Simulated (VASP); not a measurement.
# FeSi (P1) in VASP: settings compared

Aim: see how the results for FeSi move with the level of theory and the settings. Levels: LDA, PBE. Tasks: atomic charges, relaxation of cell and atoms.

Everything below comes from runs of VASP 6.6.1. Logs are shortened: lines on timing, memory, paths and dates and some standing lists are left out, and cuts for length are marked.

### Step 1. The crystal as given

The typed cell holds 8 atoms: a = 4.467 Å, b = 4.467 Å, c = 4.467 Å, α = 90.00°, β = 90.00°, γ = 90.00°.

### Step 2. Atomic charges, LDA, collinear spin, ferromagnetic start (atom 8 moved 0.45 Å)

INCAR

```
PREC     = Accurate       # precision mode
ENCUT    = 520            # plane-wave cutoff, eV
EDIFF    = 1E-6           # SCF threshold, eV
ISMEAR   = 0              # smearing method
SIGMA    = 0.02           # smearing width, eV
LREAL    = False          # projectors in reciprocal space
LASPH    = True           # aspherical terms in the spheres
NELM     = 100            # most SCF steps
ALGO     = Fast           # electronic algorithm
ISIF     = 2              # what is computed and relaxed
LWAVE    = False          # write WAVECAR
LCHARG   = False          # write CHGCAR
ISPIN    = 2              # spin polarisation
MAGMOM   = 3 3 3 3 0 0 0 0 # initial moments
LORBIT   = 11             # projections on sites
LMAXMIX  = 4              # l up to which the mixer works
```

KPOINTS

```
regular mesh
0
Gamma
  5 5 5
```

POSCAR

```
FeSi
1.0
    4.4670000000      0.0000000000      0.0000000000
    0.0000000000      4.4670000000      0.0000000000
    0.0000000000      0.0000000000      4.4670000000
Fe Si
4 4
Direct
    0.1421665700      0.1417370900      0.1396578900
    0.3741665700      0.8737370900      0.6396578900
    0.6421665700      0.3737370900      0.8716578900
    0.8741665700      0.6417370900      0.3716578900
    0.8526665700      0.8522370900      0.8501578900
    0.6636665700      0.1632370900      0.3501578900
    0.3526665700      0.6632370900      0.1611578900
    0.0983340300      0.2903403600      0.6158947700
```

Potentials or basis: VASP PAW LDA potentials, release 64 (Fe, Si).

The run is started by

```console
cat potpaw_LDA.64/Fe/POTCAR potpaw_LDA.64/Si/POTCAR > POTCAR
mpirun -np 1 vasp_std > vasp.out
```

OUTCAR:

```text
PREC = Accurate
   ENCUT = 520
   EDIFF = 1E-6
   ISMEAR = 0
   LREAL = False
   LASPH = True
   NELM = 100
   ISIF = 2
   ISPIN = 2
   LORBIT = 11

 ion  position               nearest neighbor table
   1  0.142  0.142  0.140-   8 2.24   5 2.24   7 2.34   6 2.34   8 2.44   6 2.51   7 2.51   4 2.74
                             2 2.74   2 2.74   3 2.74   4 2.74   3 2.74
   2  0.374  0.874  0.640-   8 2.23   6 2.24   5 2.34   7 2.34   7 2.51   5 2.51   4 2.74   1 2.74
                             1 2.74   3 2.74   4 2.74   3 2.74   8 2.88
   3  0.642  0.374  0.872-   7 2.24   6 2.34   5 2.34   8 2.37   5 2.51   6 2.51   8 2.71   4 2.74
                             2 2.74   2 2.74   4 2.74   1 2.74   1 2.74
   4  0.874  0.642  0.372-   8 2.16   6 2.34   7 2.34   5 2.34   6 2.51   5 2.51   7 2.51   1 2.74
                             3 2.74   2 2.74   1 2.74   2 2.74   3 2.74
   5  0.853  0.852  0.850-   1 2.24   2 2.34   4 2.34   3 2.34   8 2.48   3 2.51   2 2.51   4 2.51
                             7 2.76   6 2.76   6 2.76   7 2.76   8 2.93
   6  0.664  0.163  0.350-   2 2.24   3 2.34   4 2.34   1 2.34   8 2.35   1 2.51   3 2.51   4 2.51
                             5 2.76   7 2.76   7 2.76   5 2.76   8 2.85
   7  0.353  0.663  0.161-   3 2.24   1 2.34   4 2.34   2 2.34   2 2.51   1 2.51   4 2.51   5 2.76
                             6 2.76   6 2.76   5 2.76   8 2.86
   8  0.098  0.290  0.616-   4 2.16   2 2.23   1 2.24   6 2.35   3 2.37   1 2.44   5 2.48   3 2.71
                             6 2.85   7 2.86   2 2.88   5 2.93

  LATTYP: Found a simple cubic cell.
 ALAT       =     4.4670000000

  Lattice vectors:

 A1 = (   4.4670000000,   0.0000000000,   0.0000000000)
 A2 = (   0.0000000000,   4.4670000000,   0.0000000000)
 A3 = (   0.0000000000,   0.0000000000,   4.4670000000)

Analysis of symmetry for initial positions (statically):
=====================================================================
 Subroutine PRICEL returns:
 Original cell was already a primitive cell.

 Routine SETGRP: Setting up the symmetry group for a
 simple cubic supercell.

 Subroutine GETGRP returns: Found  1 space group operations
 (whereof  1 operations were pure point group operations)
 out of a pool of 48 trial point group operations.

The static configuration has the point symmetry C_1 .

Analysis of symmetry for dynamics (positions and initial velocities):
=====================================================================
 Subroutine PRICEL returns:
 Original cell was already a primitive cell.

 Routine SETGRP: Setting up the symmetry group for a
 simple cubic supercell.

 Subroutine GETGRP returns: Found  1 space group operations
 (whereof  1 operations were pure point group operations)
 out of a pool of 48 trial point group operations.

The dynamic configuration has the point symmetry C_1 .

Analysis of structural, dynamic, and magnetic symmetry:
=====================================================================
 Subroutine PRICEL returns:
 Original cell was already a primitive cell.

 Routine SETGRP: Setting up the symmetry group for a
 simple cubic supercell.

 Subroutine GETGRP returns: Found  1 space group operations
 (whereof  1 operations were pure point group operations)
 out of a pool of 48 trial point group operations.

The overall configuration has the point symmetry C_1 .

 Subroutine INISYM returns: Found  1 space group operations
 (whereof  1 operations are pure point group operations),
 and found     1 'primitive' translations

----------------------------------------------------------------------------------------

                                     Primitive cell

  volume of cell :      89.1349

  direct lattice vectors                    reciprocal lattice vectors
     4.467000000  0.000000000  0.000000000     0.223863891  0.000000000  0.000000000
     0.000000000  4.467000000  0.000000000     0.000000000  0.223863891  0.000000000
     0.000000000  0.000000000  4.467000000     0.000000000  0.000000000  0.223863891

  length of vectors
     4.467000000  4.467000000  4.467000000     0.223863891  0.223863891  0.223863891

  position of ions in fractional coordinates (direct lattice)
     0.142166570  0.141737090  0.139657890
     0.374166570  0.873737090  0.639657890
     0.642166570  0.373737090  0.871657890
     0.874166570  0.641737090  0.371657890
     0.852666570  0.852237090  0.850157890
     0.663666570  0.163237090  0.350157890
     0.352666570  0.663237090  0.161157890
     0.098334030  0.290340360  0.615894770

  ion indices of the primitive-cell ions
   primitive index   ion index
                 1           1
                 2           2
                 3           3
                 4           4
                 5           5
[... 68 lines left out ...]
   ICHARG =      2    charge: 1-file 2-atom 10-const
   ISPIN  =      2    spin polarized calculation?
   LNONCOLLINEAR =      F non collinear calculations
   LSORBIT =      F    spin-orbit coupling
   LASPH  =      T    aspherical Exc in radial PAW
   ENCUT  =  520.0 eV  38.22 Ry    6.18 a.u.   8.31  8.31  8.31*2*pi/ulx,y,z
   NELM   =    100;   NELMIN=  2; NELMDL= -5     # of ELM steps
   EDIFF  = 0.1E-05   stopping-criterion for ELM
   LREAL  =      F    real-space projection
   EDIFFG = 0.1E-04   stopping-criterion for IOM
   NSW    =      0    number of steps for IOM
   IBRION =     -1    ionic relax: 0-MD 1-quasi-New 2-CG
   NFREE  =      0    steps in history (QN), initial steepest desc. (CG)
   ISIF   =      2    stress and relaxation
   ISYM   =      2    0-nonsym 1-usesym 2-fastsym
   POTIM  = 0.5000    time-step for ionic-motion
   TEBEG  =    0.0;   TEEND  =   0.0 temperature during run
   PSTRESS=    0.0 pullay stress
   NELECT =      48.0000    total number of electrons
   NUPDOWN=      -1.0000    fix difference up-down
   EMIN   =  10.00;   EMAX   =-10.00  energy-range for DOS
   EFERMI =   0.00;   METHOD = LEGACY
   ISMEAR =     0;   SIGMA  =   0.02  broadening in eV -4-tet -1-fermi 0-gaus
   EFERMI_NEDOS =   21; number of points for ismear=-14 and -15
   IALGO  =     68    algorithm
   IMIX   =      4    mixing-type and parameters
     AMIX     =   0.40;   BMIX     =  1.00
     AMIX_MAG =   1.60;   BMIX_MAG =  1.00
  volume/ion in A,a.u.               =      11.14        75.19
  Fermi-wavevector in a.u.,A,eV,Ry     =   1.331903  2.516932 24.136270  1.773966
  Thomas-Fermi vector in A             =   2.460879
   LORBIT       =     11    0 simple, 1 ext, 2 COOP (PROOUT), +10 PAW based schemes
   GGA     = CA    functional components
   LHFCALC =     F    Hartree Fock is set to
   AEXX    =    0.0000 exact exchange contribution
   IVDW    =     0    specifies the selected vdW correction
   LEPSILON=     F    determine dielectric tensor
   LRPA    =     F    only Hartree local field effects (RPA)
 spin polarized calculation
 RMM-DIIS sequential band-by-band and
 Gauss-broadening in eV      SIGMA  =   0.02
  energy-cutoff  :      520.00
  volume of cell :       89.13
 maximum number of plane-waves:      2425
 NGX is ok and might be reduce to    36
   NGX = 17   NGY = 17   NGZ = 17

 number of electron      48.0000000 magnetization      12.0000000

 number of electron      48.0000021 magnetization       0.0957860

 Free energy of the ion-electron system (eV)
  ---------------------------------------------------
  ext. energy  EPLUGINS =         0.00000000
  ---------------------------------------------------
  free energy    TOTEN  =       -65.40852223 eV

  energy without entropy =      -65.40733369  energy(sigma->0) =      -65.40792796

 E-fermi :   9.5716     XC(G=0): -12.8880

 val. band max:        9.5712320716   @ k =  -0.2000  -0.2000   0.2000
 cond. band min:       9.5754146421   @ k =   0.0000   0.0000   0.2000
 fundamental gap:      0.0041825705
 Fermi energy:         9.5716305608

 spin component 1

 k-point     1 :       0.0000    0.0000    0.0000
  band No.  band energies     occupation
      1      -3.7724      1.00000
      2       1.0272      1.00000
      3       1.6210      1.00000
      4       2.1597      1.00000
      5       4.1850      1.00000
      6       4.5015      1.00000
[... 901 lines left out ...]
     34      13.9537      0.00000
     35      14.3083      0.00000

 [... further k-points ...]

 spin component 2

 k-point     1 :       0.0000    0.0000    0.0000
  band No.  band energies     occupation
      1      -3.7730      1.00000
      2       1.0266      1.00000
      3       1.6220      1.00000
      4       2.1611      1.00000
      5       4.1882      1.00000
      6       4.5052      1.00000
[... 901 lines left out ...]
     34      13.9627      0.00000
     35      14.3148      0.00000

 [... further k-points ...]
[... 5 lines left out ...]
  --------------------------------------------------------------------------------------
  -------------------------------------------------------------------------------------
  Total       -5.2095679     -5.3240746     -6.0920279     -0.0970997     -0.1179313      0.7879593
  in kB      -93.6406518    -95.6988809   -109.5026454     -1.7453416     -2.1197843     14.1633667
  external PRESSURE =     -99.6140594 kB  Pullay stress =       0.0000000 kB

 VOLUME and BASIS-vectors are now :
 -----------------------------------------------------------------------------
  energy-cutoff  :      520.00
  volume of cell :       89.13
      direct lattice vectors                 reciprocal lattice vectors
     4.467000000  0.000000000  0.000000000     0.223863891  0.000000000  0.000000000
     0.000000000  4.467000000  0.000000000     0.000000000  0.223863891  0.000000000
     0.000000000  0.000000000  4.467000000     0.000000000  0.000000000  0.223863891

 POSITION                                       TOTAL-FORCE (eV/Angst)
 -----------------------------------------------------------------------------------
      0.63506      0.63314      0.62385         0.079132     -0.091664     -0.817042
      1.67140      3.90298      2.85735         0.043079     -0.421604     -0.133660
      2.86856      1.66948      3.89370        -0.448674     -0.434427     -0.346950
      3.90490      2.86664      1.66020        -0.445922      0.621591     -0.405723
      3.80886      3.80694      3.79766        -0.554669     -1.023293     -0.024442
      2.96460      0.72918      1.56416        -0.963322      0.170523     -0.990598
      1.57536      2.96268      0.71989        -0.385078      0.096336      0.247652
      0.43926      1.29695      2.75120         2.675454      1.082538      2.470763
 -----------------------------------------------------------------------------------
    total drift:                               -0.000326     -0.000090      0.000284

  FREE ENERGIE OF THE ION-ELECTRON SYSTEM (eV)
  ---------------------------------------------------
  free  energy   TOTEN  =       -65.4085222263 eV

  energy  without entropy=      -65.4073336896  energy(sigma->0) =      -65.40792796

 total charge

# of ion       s       p       d       tot
------------------------------------------
    1        0.444   0.644   6.622   7.710
    2        0.439   0.619   6.585   7.643
    3        0.430   0.607   6.555   7.592
    4        0.443   0.637   6.617   7.696
    5        0.742   0.910   0.000   1.652
    6        0.739   0.922   0.000   1.662
    7        0.749   0.892   0.000   1.642
    8        0.759   0.935   0.000   1.694
--------------------------------------------------
tot          4.745   6.166  26.378  37.290

 magnetization (x)

# of ion       s       p       d       tot
------------------------------------------
    1       -0.000  -0.001   0.013   0.012
    2       -0.000  -0.000   0.023   0.022
    3        0.000   0.000   0.063   0.063
    4       -0.000  -0.001   0.011   0.010
    5       -0.000  -0.001   0.000  -0.001
    6       -0.000  -0.001   0.000  -0.001
    7       -0.000  -0.001   0.000  -0.001
    8       -0.000  -0.001   0.000  -0.001
--------------------------------------------------
tot         -0.002  -0.005   0.110   0.103
```

It took 8.4 min on 1 thread of Intel Xeon Platinum 8559C (Emerald Rapids), shared host; peak memory 0.37 GiB.

What came out:

- Free energy: -65.4085 eV
- Pressure: -10.0 GPa
- Largest force: 3.799 eV/Å
- Band gap on the k mesh: none (metal or under the smearing width)
- Net moment: 0.10 μB per cell
- Site moments: Fe +0.01, +0.02, +0.06; Si -0.00 μB
- Valence electrons inside the program's atomic spheres: Fe 7.71, 7.64, 7.59, 7.70; Si 1.65, 1.66, 1.64, 1.69

Forces in eV/Å, atoms in the order of the input:
```
Fe   0.079 -0.092 -0.817
Fe   0.043 -0.422 -0.134
Fe  -0.449 -0.434 -0.347
Fe  -0.446  0.622 -0.406
Si  -0.555 -1.023 -0.024
Si  -0.963  0.171 -0.991
Si  -0.385  0.096  0.248
Si   2.675  1.083  2.471
```

Stress tensor (GPa, compression positive):
```
 -9.36  -0.17   1.42
 -0.17  -9.57  -0.21
  1.42  -0.21 -10.95
```

Caveat: forces of over 1 eV/Å show positions far from the minimum, so gaps and moduli don't describe the material at rest.

### Step 3. Relaxation of cell and atoms, PBE, collinear spin, ferromagnetic start

INCAR

```
PREC = Accurate
ENCUT = 600
EDIFF = 1E-7
ISMEAR = -1
SIGMA = 0.05
LREAL = F
LASPH = T
NELM = 100
ALGO = Normal
ISIF = 3
LWAVE = F
LCHARG = F
ISPIN = 2
MAGMOM = 3 3 3 3 0 0 0 0
LORBIT = 11
LMAXMIX = 4
GGA = PE
IBRION = 2
NSW = 60
EDIFFG = -0.01
IMIX = 1
AMIX = 0.1
```

KPOINTS

```
regular mesh
0
Gamma
  1 1 1
```

POSCAR is that of step 2.

Potentials or basis: VASP PAW PBE potentials, release 64 (Fe, Si).

The run is started by

```console
cat potpaw_PBE.64/Fe/POTCAR potpaw_PBE.64/Si/POTCAR > POTCAR
mpirun -np 1 vasp_std > vasp.out
```

Run time: 20 min. Hardware: 1 thread of Intel Xeon 6975P-C (Granite Rapids), shared host; peak memory 0.23 GiB.

The run converged, but some of its settings lie outside the range that counts as converged (typed here: k = 1 × 1 × 1; IMIX = 1; AMIX = 0.1), so its numbers aren't taken as properties of the crystal.

What came out:

* Free energy: -56.2944 eV
* Relaxed volume: 11.72 Å³/atom
* Relaxed cell: a = 4.421 Å, b = 4.634 Å, c = 4.577 Å, α = 89.99°, β = 90.00°, γ = 90.01°
* Space group after relaxing (to 0.05 Å): P2_12_12_1 (No. 19)
* Energy gained by relaxing: 103.5 meV/atom
* Ionic steps: 26
* Pressure after relaxing: 0.0 GPa
* Largest force after relaxing: 0.009 eV/Å
* Band gap on the k mesh: 0.36 eV, direct
* Net moment: 6.00 μB per cell
* Site moments: Fe +1.66; Si -0.07 μB
* Valence electrons inside the program's atomic spheres: Fe 7.46; Si 1.63

Caveat: the k mesh is coarse (spacing up to 1.41 Å⁻¹), so the values aren't converged; an odd mesh through Γ misses points on the zone boundary, where band edges often lie.
